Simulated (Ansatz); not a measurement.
Gas-phase electronic energies from Ansatz, PBE0-D4/def2-TZVP geometries. CBS: MP2 limit from def2 TZ/QZ plus the TZ coupled-cluster correction, frozen cores. This one scheme is used for every species. DFT in def2-TZVPP. One conformer a species, not always the lowest.

Consider the substitution at a C–C bond: `C=CC(C)=O` + `C#CCO` → `C#CCOC(=O)C=C` + CH₄.

```tsv
level	ΔE (kcal/mol)	difference from CCSD(T)/CBS
r2SCAN-D4	-15.6	-3.0
ωB97M-V	-13.9	-1.3
B2PLYP	-14.1	-1.5
r2SCAN	-15.3	-2.7
HF/def2-TZVPP	-13.1	-0.5
SCS-MP2/def2-TZVPP	-13.3	-0.7
CCSD/def2-TZVPP	-12.8	-0.2
HF/def2-QZVPP	-12.8	-0.2
SCS-MP2/def2-QZVPP	-12.7	-0.1
HF/CBS(def2)	-12.8	-0.2
CCSD(T)/CBS	-12.6	0
```

Largest T1 diagnostic among the species: 0.015.

From PBE to PBE0 (25 % exact exchange), in def2-TZVPP and without D4, ΔE moves by +0.7 kcal/mol. The D4 term adds −0.8 kcal/mol with B3LYP and −0.5 kcal/mol with PBE0; it sums over pairs of atoms, weighted by their polarisabilities, and B3LYP, whose exchange is more repulsive, gets the larger term.

B3LYP here is the variant with VWN-RPA as its local correlation; programs differ in this.

CCSD(T)/CBS has its own doubt, a few kJ/mol and more with outer-core shells, so smaller differences from it don't rank the levels.
